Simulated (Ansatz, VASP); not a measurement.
# Two plane-wave programs on SiC (Moissanite 3C)

```
Si C
1.0
     0.00000    2.21155    2.21155
     2.21155    0.00000    2.21155
     2.21155    2.21155    0.00000
Si C
1 1
Direct
  0.00000 0.00000 0.00000
  0.25000 0.25000 0.25000
```

Alike in both runs: task single point; functional PBE; k mesh 10 × 10 × 10; occupations gaussian, width 0.02 eV; no spin polarisation.

```csv
,VASP,Ansatz
version,VASP 6.6.1,Ansatz 0.2.0
potentials or method,"VASP PAW PBE potentials, release 64 (Si, C)","scalar-relativistic, plane waves, PAW"
plane-wave cutoff (eV),520,420
valence electrons in the cell,8,8
```

|  | VASP | Ansatz | Ansatz less VASP |
| --- | --- | --- | --- |
| gap on the k mesh at the Fermi level (eV) | 1.40 | 1.40 | +0.002 |
| least direct gap on the mesh (eV) | 4.50 | 4.50 | +0.003 |
| pressure (GPa) | -6.0 | -5.9 | +0.04 |

A k mesh can miss the band edges. Expect the measured gap to be larger: semilocal functionals such as PBE lack the derivative discontinuity.
